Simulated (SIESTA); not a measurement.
**TiC in SIESTA: the effect of Hubbard term**

Crystal: TiC.

```
Ti C
1.0
     0.00000    2.16572    2.16572
     2.16572    0.00000    2.16572
     2.16572    2.16572    0.00000
Ti C
1 1
Direct
  0.00000 0.00000 0.00000
  0.50000 0.50000 0.50000
```

The cell is a database's computed one.

Alike in all runs:

```yaml
Program: SIESTA 5.4.2
Task: density of states
Functional: PBE
Potentials_or_basis: PseudoDojo 0.4 standard (PBE files)
Basis: DZP (energy shift 0.003 Ry; two zetas on semicore shells)
Grid_cutoff: 800 Ry
Energy_shift: 0.003 Ry
k_mesh: 11 × 11 × 11
Occupations: fermi-dirac, width 0.05 eV
Spin: no spin polarisation
Hubbard_projector_method: 1
U_from_the_first_cycle: yes
broadening_eV: 0.1 eV
window_from_eV: -10 eV
window_to_eV: 5 eV
energy_points: 201
```

**Question.** One run gave: pressure 28.7 GPa. Which Hubbard term did it use?
A. Ti d U = 4 eV
B. Ti d U = 2 eV
C. none
D. Ti d U = 6 eV
E. Ti d U = 8 eV

**Answer.** E.

| Hubbard term | pressure (GPa) |
| --- | --- |
| none | 1.4 |
| Ti d U = 2 eV | 7.6 |
| Ti d U = 4 eV | 14.2 |
| Ti d U = 6 eV | 21.3 |
| Ti d U = 8 eV | 28.7 |

Caveats: the basis of atomic orbitals isn't converged, which shifts pressures, moduli and gaps; U without spin polarisation on a metal has little footing (some runs); the U is typed as a test and isn't derived for this compound (some runs); a pressure of tens of GPa on the cell as given is suspect, and the run, the potentials or the cell itself is likely at fault (some runs).
